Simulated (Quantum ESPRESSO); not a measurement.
CuO (Tenorite) under changes of volume

One of the cells (10.163 Å³/atom); the others are scaled copies at fixed shape and fractional positions:

```
Cu O
1.0
     2.34465   -1.71340    0.00000
     2.34465    1.71340    0.00000
    -0.86055    0.00000    5.05944
Cu O
2 2
Direct
  0.49680 0.00320 0.50000
  0.00320 0.49680 0.00000
  0.40560 0.57140 0.75370
  0.57140 0.40560 0.25370
```

```yaml
Program: Quantum ESPRESSO 7.5
Functional: PBEsol
Potentials_or_basis: GBRV 1.5 PBEsol
Cutoff: 762 eV
Density_cutoff: 6095 eV
k_mesh: 7 × 7 × 4
Occupations: fermi-dirac, width 0.05 eV
Spin: no spin polarisation
```

| volume (Å³/atom) | energy over the lowest point (meV/atom) | pressure (GPa) | largest force (eV/Å) |
| --- | --- | --- | --- |
| 9.553 | ? | ? | ? |
| 9.756 | 5.49 | 5.8 | 0.866 |
| 9.959 | 0.21 | 1.6 | 0.798 |
| 10.163 | 0.00 | -2.2 | 0.769 |
| 10.366 | 4.29 | -5.6 | 0.761 |
| 10.569 | 12.58 | -8.5 | 0.758 |
| 10.772 | 24.45 | -11.0 | 0.761 |

Question: What does the run at 9.553 Å³/atom give?

Answer: Energy over the lowest point 16.41 meV/atom; pressure 10.6 GPa; largest force 0.938 eV/Å.

Worked out: A Birch-Murnaghan fit of order 3 (a polynomial in V^(-2/3)) to the other rows has its minimum at 10.07 Å³/atom with B0 = V·E''(V) = 185 GPa and B' = 4.7 at fixed shape and positions, which overstates the stiffness. It gives 16.43 meV/atom at 9.553 Å³/atom, against the run's 16.41, and -dE/dV = 11.1 GPa, against 10.6.

Energies are extrapolated to zero smearing.

Caveats: the run has no spin polarisation, though such a crystal can be magnetic.
